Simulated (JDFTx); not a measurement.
# MgB2 (P6/mmm) in JDFTx: reference runs

Aim: a first look at MgB2 with PBE, on the cell as given and on a disturbed one.

Program: JDFTx 1.7.0 (patched build). These are calculated values, not measurements. Logs are shortened: lines on timing, memory, paths and dates and some standing lists are left out, and cuts for length are marked. The log counts tension as positive stress, the text compression.

### 1 The structure

It takes space group P6/mmm (No. 191, hexagonal). Conventional cell: a = 3.085 Å, b = 3.085 Å, c = 3.523 Å, α = 90.00°, β = 90.00°, γ = 120.00°. Around Mg (site symmetry 6/mmm) lie 12 B at 2.51 Å. B (site symmetry -6m2) is surrounded by 3 B at 1.78 Å.

### 2 Single point, PBE

Input file MgB2.in:

```
lattice \
    5.8298050945    -2.9149025472     0.0000000000 \
    0.0000000000     5.0487593110     0.0000000000 \
    0.0000000000     0.0000000000     6.6575051371
coords-type Lattice
ion Mg     0.0000000000     0.0000000000     0.0000000000 1
ion B      0.6666666667     0.3333333333     0.5000000000 1
ion B      0.3333333333     0.6666666667     0.5000000000 1

ion-species pseudo/Mg.upf
ion-species pseudo/B.upf
elec-cutoff 42 336
elec-ex-corr gga-PBE
kpoint-folding 10 10 8
elec-smearing Fermi 0.0018374661
elec-n-bands 14
electronic-SCF nIterations 100 energyDiffThreshold 1e-09
electronic-minimize nIterations 30 energyDiffThreshold 1e-7
converge-empty-states yes
forces-output-coords Cartesian

dump-name run.$VAR
dump End Ecomponents EigStats BandEigs Kpoints Forces Stress
```

Potentials or basis: PseudoDojo-SR-PBE-0.5-standard.

On the command line:

```bash
$ jdftx -c 1 -i MgB2.in -o MgB2.out
```

What it wrote:

```text
*************** JDFTx 1.7.0 (patched build) ***************

Input parsed successfully to the following command list (including defaults):
[... the input with its defaults ...]

---------- Setting up symmetries ----------

Found 24 point-group symmetries of the bravais lattice
Found 24 space-group symmetries with basis
Applied RMS atom displacement 2.7482e-10 bohrs to make symmetries exact.

---------- Initializing the Grid ----------
R =
[      5.82981      -2.9149            0  ]
[            0      5.04876            0  ]
[            0            0      6.65751  ]
unit cell volume = 195.952
G =
[    1.07777    0.62225         -0  ]
[          0     1.2445          0  ]
[          0         -0   0.943775  ]
Minimum fftbox size, Smin = [  52  52  56  ]
Chosen fftbox size, S = [  54  54  56  ]

---------- Initializing tighter grid for wavefunction operations ----------
R =
[      5.82981      -2.9149            0  ]
[            0      5.04876            0  ]
[            0            0      6.65751  ]
unit cell volume = 195.952
G =
[    1.07777    0.62225         -0  ]
[          0     1.2445          0  ]
[          0         -0   0.943775  ]
Minimum fftbox size, Smin = [  36  36  40  ]
Chosen fftbox size, S = [  36  36  40  ]

---------- Exchange Correlation functional ----------
Initalized PBE GGA exchange.
Initalized PBE GGA correlation.

---------- Setting up pseudopotentials ----------
Width of ionic core gaussian charges (only for fluid interactions / plotting) set to 0

Reading pseudopotential file 'pseudo/Mg.upf':
  'Mg' pseudopotential, 'PBE' functional
  Generated using ONCVPSP code by D. R. Hamann
  10 valence electrons, 3 orbitals, 4 projectors, 1001 radial grid points, with lMax = 1
    2S    l: 0   occupation:  2.0   eigenvalue: -2.934267
    2P    l: 1   occupation:  6.0   eigenvalue: -1.713025
    3S    l: 0   occupation:  2.0   eigenvalue: -0.172924
  Core radius for overlap checks: 1.50 bohrs.

Reading pseudopotential file 'pseudo/B.upf':
  'B' pseudopotential, 'PBE' functional
  Generated using ONCVPSP code by D. R. Hamann
  3 valence electrons, 2 orbitals, 4 projectors, 1001 radial grid points, with lMax = 1
    2S    l: 0   occupation:  2.0   eigenvalue: -0.347027
    2P    l: 1   occupation:  1.0   eigenvalue: -0.132548
  Core radius for overlap checks: 1.18 bohrs.

Initialized 2 species with 3 total atoms.

Folded 1 k-points by 10x10x8 to 800 k-points.

---------- Setting up k-points, bands, fillings ----------
Reduced to 70 k-points under symmetry.
Computing the number of bands and number of electrons
Calculating initial fillings.
nElectrons:  16.000000   nBands: 14   nStates: 70

----- Setting up reduced wavefunction bases (one per k-point) -----
average nbasis = 2547.291 , ideal nbasis = 2547.523

---------- Setting up ewald sum ----------
Optimum gaussian width for ewald sums = 1.929478 bohr.
Real space sum over 1089 unit cells with max indices [  5  5  4  ]
Reciprocal space sum over 2535 terms with max indices [  6  6  7  ]

---------- Allocating electronic variables ----------
Initializing wave functions:  linear combination of atomic orbitals
Note: number of bands (14) exceeds available atomic orbitals (13)
Mg pseudo-atom occupations:   s ( 2 2 )  p ( 6 )
B pseudo-atom occupations:   s ( 2 )  p ( 1 )
	FillingsUpdate:  mu: +0.404968303  nElectrons: 16.000000
LCAOMinimize: Iter:   0  F: -64.9935064243817919  |grad|_K:  2.320e-03  alpha:  1.000e+00
	FillingsUpdate:  mu: +0.379020462  nElectrons: 16.000000
LCAOMinimize: Iter:   1  F: -65.0259917332070785  |grad|_K:  7.759e-05  alpha:  7.370e-01  linmin:  5.749e-02  cgtest: -5.627e-01
	FillingsUpdate:  mu: +0.379222133  nElectrons: 16.000000
[... 6 lines of inner loops ...]
LCAOMinimize: Encountered beta<0, resetting CG.
	FillingsUpdate:  mu: +0.379789033  nElectrons: 16.000000
LCAOMinimize: Iter:   5  F: -65.0260206377520404  |grad|_K:  6.634e-08  alpha:  7.270e-01  linmin: -1.699e-04  cgtest:  4.482e-03
LCAOMinimize: Converged (|Delta F|<1.000000e-06 for 2 iters).

-------- Electronic minimization -----------
Will mix electronic density at each iteration.
	FillingsUpdate:  mu: +0.379789033  nElectrons: 16.000000
	FillingsUpdate:  mu: +0.353758569  nElectrons: 16.000000
SCF: Cycle:  0   F: -65.085809621556777   dF: -5.979e-02   |Residual|: 8.520e-02   |deigs|: 1.125e-01
	FillingsUpdate:  mu: +0.345413151  nElectrons: 16.000000
SCF: Cycle:  1   F: -65.099836121258306   dF: -1.403e-02   |Residual|: 3.248e-02   |deigs|: 2.273e-02
	FillingsUpdate:  mu: +0.339187691  nElectrons: 16.000000
SCF: Cycle:  2   F: -65.101833326120214   dF: -1.997e-03   |Residual|: 1.197e-02   |deigs|: 1.002e-02
	FillingsUpdate:  mu: +0.339121008  nElectrons: 16.000000
SCF: Cycle:  3   F: -65.101839742552826   dF: -6.416e-06   |Residual|: 1.239e-03   |deigs|: 1.519e-03
	FillingsUpdate:  mu: +0.338914338  nElectrons: 16.000000
SCF: Cycle:  4   F: -65.101841982776250   dF: -2.240e-06   |Residual|: 4.953e-04   |deigs|: 3.234e-04
	FillingsUpdate:  mu: +0.338940784  nElectrons: 16.000000
SCF: Cycle:  5   F: -65.101842114955076   dF: -1.322e-07   |Residual|: 7.558e-05   |deigs|: 1.157e-04
	FillingsUpdate:  mu: +0.338942143  nElectrons: 16.000000
SCF: Cycle:  6   F: -65.101842145910524   dF: -3.096e-08   |Residual|: 3.891e-05   |deigs|: 7.354e-05
	FillingsUpdate:  mu: +0.338947291  nElectrons: 16.000000
SCF: Cycle:  7   F: -65.101842152108091   dF: -6.198e-09   |Residual|: 8.158e-06   |deigs|: 5.890e-05
	FillingsUpdate:  mu: +0.338946191  nElectrons: 16.000000
SCF: Cycle:  8   F: -65.101842153622968   dF: -1.515e-09   |Residual|: 5.698e-06   |deigs|: 8.570e-05
	FillingsUpdate:  mu: +0.338947314  nElectrons: 16.000000
SCF: Cycle:  9   F: -65.101842153977472   dF: -3.545e-10   |Residual|: 1.139e-06   |deigs|: 5.407e-05
	FillingsUpdate:  mu: +0.338947110  nElectrons: 16.000000
SCF: Cycle: 10   F: -65.101842154081197   dF: -1.037e-10   |Residual|: 4.367e-07   |deigs|: 3.734e-05
SCF: Converged (|Delta E|<1.000000e-09 for 2 iters).

Setting wave functions to eigenvectors of Hamiltonian
Converging empty states (this may take a while):
EmptyStates: None of the convergence criteria satisfied.
|deigs|: 1.034e-03

# Stress tensor in Cartesian coordinates [Eh/a0^3]:
[  3.26621e-05            0            0  ]
[            0  3.26621e-05            0  ]
[            0            0  2.70907e-05  ]

# Ionic positions in lattice coordinates:
ion Mg   0.000000000000000   0.000000000000000   0.000000000000000 1
ion B   0.666666666666667   0.333333333333333   0.500000000000000 1
ion B   0.333333333333333   0.666666666666667   0.500000000000000 1

# Forces in Cartesian coordinates:
force Mg  -0.000000000000000   0.000000000000000   0.000000000000000 1
force B   0.000000000000000   0.000000000000000   0.000000000000000 1
force B   0.000000000000000   0.000000000000000   0.000000000000000 1

# Energy components:
   Eewald =      -36.9279620084457250
       EH =       20.3475964021853386
     Eloc =      -58.3568138617417702
      Enl =      -18.0120376676713541
      Exc =      -10.4200226950094788
 Exc_core =        0.1900099684273371
       KE =       38.0776082526803705
-------------------------------------
     Etot =      -65.1016216095752895
       TS =        0.0002205445059072
-------------------------------------
        F =      -65.1018421540811971

IonicMinimize: Iter:   0  F: -65.101842154081197  |grad|_K:  8.477e-36
IonicMinimize: Converged (|grad|_K<1.000000e-04).

#--- Lowdin population analysis ---
# oxidation-state Mg +1.650
# oxidation-state B -0.782 -0.782

Dumping 'run.eigStats' ...
	eMin: -2.428268 at state 0 ( [ +0.000000 +0.000000 +0.000000 ] spin 0 )
	HOMO: +0.338011 at state 6 ( [ +0.000000 +0.100000 +0.125000 ] spin 0 )
	mu  : +0.338947
	LUMO: +0.339659 at state 55 ( [ +0.200000 +0.300000 +0.000000 ] spin 0 )
	eMax: +0.913291 at state 29 ( [ +0.000000 +0.500000 +0.500000 ] spin 0 )
	HOMO-LUMO gap: +0.001648
	Optical gap  : +0.013438 at state 9 ( [ +0.000000 +0.100000 +0.500000 ] spin 0 )
WARNING: the last solve of the electrons (or of bands or displaced states from it) ended unconverged.
Done!
```

It took 73 s on 1 thread of Arm Neoverse V2, shared host; peak memory 0.15 GiB.

Results:

```yaml
Free_energy: -1771.5114 eV
Pressure: -0.9 GPa
Band_gap_on_the_k_mesh: none (metal or under the smearing width)
Loewdin_charges: Mg +1.65; B -0.78 e
```

Stress tensor (GPa, compression positive):
```
-0.96  0.00  0.00
 0.00 -0.96  0.00
 0.00  0.00 -0.80
```

Caveat: the empty levels aren't tightly converged.

### 3 Single point, PBE (atoms moved at random, drawn with an rms of 0.05 Å)

MgB2.in: that of step 2 with these lines changed.

```diff
@@ -5,5 +5,5 @@
 coords-type Lattice
-ion Mg     0.0000000000     0.0000000000     0.0000000000 1
-ion B      0.6666666667     0.3333333333     0.5000000000 1
-ion B      0.3333333333     0.6666666667     0.5000000000 1
+ion Mg     0.0195880000    -0.0064130000    -0.0098050000 1
+ion B      0.6644080000     0.3216100000     0.4917100000 1
+ion B      0.3363740000     0.6663920000     0.5092550000 1
 
@@ -22,2 +22,2 @@
 dump-name run.$VAR
-dump End Ecomponents EigStats BandEigs Kpoints Forces Stress
+dump End Ecomponents EigStats BandEigs Kpoints Forces Stress ElecDensity Dtot KEdensity
```

Potentials or basis: PseudoDojo-SR-PBE-0.5-standard.

On the command line:

```bash
$ jdftx -c 1 -i MgB2.in -o MgB2.out
```

What it wrote:

```text
*************** JDFTx 1.7.0 (patched build) ***************

Input parsed successfully to the following command list (including defaults):
[... the input with its defaults ...]

---------- Setting up symmetries ----------

Found 24 point-group symmetries of the bravais lattice
Found 1 space-group symmetries with basis
Applied RMS atom displacement 0 bohrs to make symmetries exact.

---------- Initializing the Grid ----------
R =
[      5.82981      -2.9149            0  ]
[            0      5.04876            0  ]
[            0            0      6.65751  ]
unit cell volume = 195.952
G =
[    1.07777    0.62225         -0  ]
[          0     1.2445          0  ]
[          0         -0   0.943775  ]
Minimum fftbox size, Smin = [  52  52  56  ]
Chosen fftbox size, S = [  54  54  56  ]

---------- Initializing tighter grid for wavefunction operations ----------
R =
[      5.82981      -2.9149            0  ]
[            0      5.04876            0  ]
[            0            0      6.65751  ]
unit cell volume = 195.952
G =
[    1.07777    0.62225         -0  ]
[          0     1.2445          0  ]
[          0         -0   0.943775  ]
Minimum fftbox size, Smin = [  36  36  40  ]
Chosen fftbox size, S = [  36  36  40  ]

---------- Exchange Correlation functional ----------
Initalized PBE GGA exchange.
Initalized PBE GGA correlation.

---------- Setting up pseudopotentials ----------
Width of ionic core gaussian charges (only for fluid interactions / plotting) set to 0

Reading pseudopotential file 'pseudo/Mg.upf':
  'Mg' pseudopotential, 'PBE' functional
  Generated using ONCVPSP code by D. R. Hamann
  10 valence electrons, 3 orbitals, 4 projectors, 1001 radial grid points, with lMax = 1
    2S    l: 0   occupation:  2.0   eigenvalue: -2.934267
    2P    l: 1   occupation:  6.0   eigenvalue: -1.713025
    3S    l: 0   occupation:  2.0   eigenvalue: -0.172924
  Core radius for overlap checks: 1.50 bohrs.

Reading pseudopotential file 'pseudo/B.upf':
  'B' pseudopotential, 'PBE' functional
  Generated using ONCVPSP code by D. R. Hamann
  3 valence electrons, 2 orbitals, 4 projectors, 1001 radial grid points, with lMax = 1
    2S    l: 0   occupation:  2.0   eigenvalue: -0.347027
    2P    l: 1   occupation:  1.0   eigenvalue: -0.132548
  Core radius for overlap checks: 1.18 bohrs.

Initialized 2 species with 3 total atoms.

Folded 1 k-points by 10x10x8 to 800 k-points.

---------- Setting up k-points, bands, fillings ----------
Adding inversion symmetry to k-mesh for non-inversion-symmetric unit cell.
Reduced to 404 k-points under symmetry.
Computing the number of bands and number of electrons
Calculating initial fillings.
nElectrons:  16.000000   nBands: 14   nStates: 404

----- Setting up reduced wavefunction bases (one per k-point) -----
average nbasis = 2547.291 , ideal nbasis = 2547.523

---------- Setting up ewald sum ----------
Optimum gaussian width for ewald sums = 1.929478 bohr.
Real space sum over 1089 unit cells with max indices [  5  5  4  ]
Reciprocal space sum over 2535 terms with max indices [  6  6  7  ]

---------- Allocating electronic variables ----------
Initializing wave functions:  linear combination of atomic orbitals
Note: number of bands (14) exceeds available atomic orbitals (13)
Mg pseudo-atom occupations:   s ( 2 2 )  p ( 6 )
B pseudo-atom occupations:   s ( 2 )  p ( 1 )
	FillingsUpdate:  mu: +0.404979822  nElectrons: 16.000000
LCAOMinimize: Iter:   0  F: -64.9942856575711403  |grad|_K:  9.611e-04  alpha:  1.000e+00
	FillingsUpdate:  mu: +0.375238563  nElectrons: 16.000000
LCAOMinimize: Iter:   1  F: -65.0268839342110141  |grad|_K:  7.836e-05  alpha:  7.557e-01  linmin:  6.429e-02  cgtest: -6.697e-01
	FillingsUpdate:  mu: +0.375156803  nElectrons: 16.000000
[... 5 lines of inner loops ...]
LCAOMinimize: Iter:   4  F: -65.0270490606314979  |grad|_K:  5.267e-07  alpha:  5.094e-01  linmin:  3.563e-06  cgtest:  5.396e-05
	FillingsUpdate:  mu: +0.377079479  nElectrons: 16.000000
LCAOMinimize: Iter:   5  F: -65.0270490683504221  |grad|_K:  6.818e-08  alpha:  7.030e-01  linmin:  2.212e-05  cgtest: -9.388e-04
LCAOMinimize: Converged (|Delta F|<1.000000e-06 for 2 iters).

-------- Electronic minimization -----------
Will mix electronic density at each iteration.
	FillingsUpdate:  mu: +0.377079479  nElectrons: 16.000000
	FillingsUpdate:  mu: +0.353056894  nElectrons: 16.000000
SCF: Cycle:  0   F: -65.086053336679456   dF: -5.900e-02   |Residual|: 8.116e-02   |deigs|: 1.124e-01
	FillingsUpdate:  mu: +0.344539271  nElectrons: 16.000000
SCF: Cycle:  1   F: -65.098878472406597   dF: -1.283e-02   |Residual|: 3.116e-02   |deigs|: 2.201e-02
	FillingsUpdate:  mu: +0.339340361  nElectrons: 16.000000
SCF: Cycle:  2   F: -65.100616977503876   dF: -1.739e-03   |Residual|: 1.103e-02   |deigs|: 9.224e-03
	FillingsUpdate:  mu: +0.338991419  nElectrons: 16.000000
SCF: Cycle:  3   F: -65.100629074432959   dF: -1.210e-05   |Residual|: 1.002e-03   |deigs|: 1.690e-03
	FillingsUpdate:  mu: +0.338984104  nElectrons: 16.000000
SCF: Cycle:  4   F: -65.100629639367867   dF: -5.649e-07   |Residual|: 4.063e-04   |deigs|: 2.431e-04
	FillingsUpdate:  mu: +0.338992918  nElectrons: 16.000000
SCF: Cycle:  5   F: -65.100629790970572   dF: -1.516e-07   |Residual|: 6.277e-05   |deigs|: 1.242e-04
	FillingsUpdate:  mu: +0.338997324  nElectrons: 16.000000
SCF: Cycle:  6   F: -65.100629816468455   dF: -2.550e-08   |Residual|: 2.809e-05   |deigs|: 7.252e-05
	FillingsUpdate:  mu: +0.338997867  nElectrons: 16.000000
SCF: Cycle:  7   F: -65.100629823897549   dF: -7.429e-09   |Residual|: 5.853e-06   |deigs|: 7.942e-05
	FillingsUpdate:  mu: +0.338998394  nElectrons: 16.000000
SCF: Cycle:  8   F: -65.100629825361594   dF: -1.464e-09   |Residual|: 4.534e-06   |deigs|: 1.036e-04
	FillingsUpdate:  mu: +0.338999387  nElectrons: 16.000000
SCF: Cycle:  9   F: -65.100629825826061   dF: -4.645e-10   |Residual|: 2.076e-06   |deigs|: 1.170e-04
	FillingsUpdate:  mu: +0.338998976  nElectrons: 16.000000
SCF: Cycle: 10   F: -65.100629825923960   dF: -9.790e-11   |Residual|: 4.750e-07   |deigs|: 4.877e-05
SCF: Converged (|Delta E|<1.000000e-09 for 2 iters).

Setting wave functions to eigenvectors of Hamiltonian
Converging empty states (this may take a while): |deigs|: 6.827e-04

# Stress tensor in Cartesian coordinates [Eh/a0^3]:
[  4.27578e-05  3.45055e-07  1.01713e-05  ]
[  3.45055e-07  1.29406e-05  -3.3847e-06  ]
[  1.01713e-05  -3.3847e-06  8.08427e-06  ]

# Ionic positions in lattice coordinates:
ion Mg   0.019588000000000  -0.006413000000000  -0.009805000000000 1
ion B   0.664408000000000   0.321610000000000   0.491710000000000 1
ion B   0.336374000000000   0.666392000000000   0.509255000000000 1

# Forces in Cartesian coordinates:
force Mg  -0.005528878329145   0.000131365013876   0.004646769794961 1
force B   0.002627967920979   0.002958957727194   0.009119838075095 1
force B   0.002896362283750  -0.003084895652717  -0.013776269474430 1

# Energy components:
   Eewald =      -36.9154248582696241
       EH =       20.3596486733821926
     Eloc =      -58.3821346096340221
      Enl =      -18.0118293672647951
      Exc =      -10.4202279796924309
 Exc_core =        0.1900099774337811
       KE =       38.0795359983114068
-------------------------------------
     Etot =      -65.1004221657335052
       TS =        0.0002076601904530
-------------------------------------
        F =      -65.1006298259239600

IonicMinimize: Iter:   0  F: -65.100629825923960  |grad|_K:  6.313e-03
IonicMinimize: None of the convergence criteria satisfied after 0 iterations.

#--- Lowdin population analysis ---
# oxidation-state Mg +1.650
# oxidation-state B -0.781 -0.784

Dumping 'run.eigStats' ...
	eMin: -2.428076 at state 0 ( [ +0.000000 +0.000000 +0.000000 ] spin 0 )
	HOMO: +0.337823 at state 375 ( [ +0.500000 +0.200000 +0.000000 ] spin 0 )
	mu  : +0.338999
	LUMO: +0.339290 at state 242 ( [ +0.300000 +0.500000 +0.000000 ] spin 0 )
	eMax: +0.903863 at state 41 ( [ +0.000000 +0.500000 +0.500000 ] spin 0 )
	HOMO-LUMO gap: +0.001467
	Optical gap  : +0.013171 at state 118 ( [ +0.100000 -0.100000 +0.500000 ] spin 0 )
Done!
```

Run time: 7 min. Hardware: 1 thread of Arm Neoverse V2, shared host; peak memory 0.65 GiB.

What came out:

```yaml
Free_energy: -1771.4784 eV
Pressure: -0.6 GPa
Largest_force: 0.741 eV/Å
Band_gap_on_the_k_mesh: none (metal or under the smearing width)
Loewdin_charges: Mg +1.65; B -0.78 e
```

Forces on the atoms (eV/Å):
```
Mg  -0.284  0.007  0.239
B    0.135  0.152  0.469
B    0.149 -0.159 -0.708
```

Levels at points of the mesh, in eV from the Fermi level:
```csv
k point,band 5,band 6,band 7,band 8,band 9,band 10
"(0.00, 0.00, 0.00)",-12.46,-2.98,0.13,0.51,1.60,6.03
"(0.00, 0.00, 0.50)",-11.17,-7.47,0.49,0.89,6.37,6.87
"(0.00, 0.50, 0.00)",-8.53,-7.94,-2.15,0.28,2.81,3.91
"(0.00, 0.50, 0.50)",-7.56,-7.04,-3.54,-1.85,-1.44,5.70
"(0.50, 0.00, 0.00)",-8.59,-7.83,-2.25,0.12,3.06,3.85
"(0.50, 0.00, 0.50)",-7.62,-6.91,-3.63,-1.95,-1.29,5.64
"(0.50, 0.50, 0.00)",-8.59,-7.82,-2.25,0.12,3.08,3.85
"(0.50, 0.50, 0.50)",-7.62,-6.90,-3.64,-1.96,-1.29,5.64
```
